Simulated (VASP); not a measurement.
Input of a VASP 6.6.1 run:

INCAR

```
  PREC = Accurate
  ENCUT = 900
  EDIFF = 1E-8
  ISMEAR = -5
  SIGMA = 0.05
  LREAL = False
  LASPH = True
  NELM = 100
  ALGO = Normal
  ISIF = 2
  LWAVE = False
  LCHARG = False
  LEPSILON = True
```

KPOINTS

```
regular mesh
0
Gamma
  12 12 12
```

The input POSCAR:

```
BN
3.6693
    0.340970153217      0.196859209740      0.919231025890
   -0.340970153217      0.196859209740      0.919231025890
    0.000000000000     -0.393718419481      0.919231025890
N B
1 1
Direct
    0.6672382000      0.6672382000      0.6672382000
    0.0003288000      0.0003288000      0.0003288000
```

Potentials or basis: VASP PAW LDA potentials, release 64 (N_h, B_h).

Launch:

```bash
$ cat potpaw_LDA.64/N_h/POTCAR potpaw_LDA.64/B_h/POTCAR > POTCAR
$ mpirun -np 1 vasp_std > vasp.out
```

Problem. Estimate the electronic dielectric tensor (diagonal).

Solution. 4.82, 4.82, 2.65.

Problem. What does it give for the Born charges (mean of the diagonal)?

Solution. N -2.03; B +2.03 e.

Problem. Predict the band gap on the k mesh.

Solution. 4.10 eV, indirect (least direct gap 4.56 eV).

Electronic dielectric tensor:
```
4.82 0.00 0.00
0.00 4.82 0.00
0.00 0.00 2.65
```

 As with any semilocal functional, this LDA gap is likely too small.
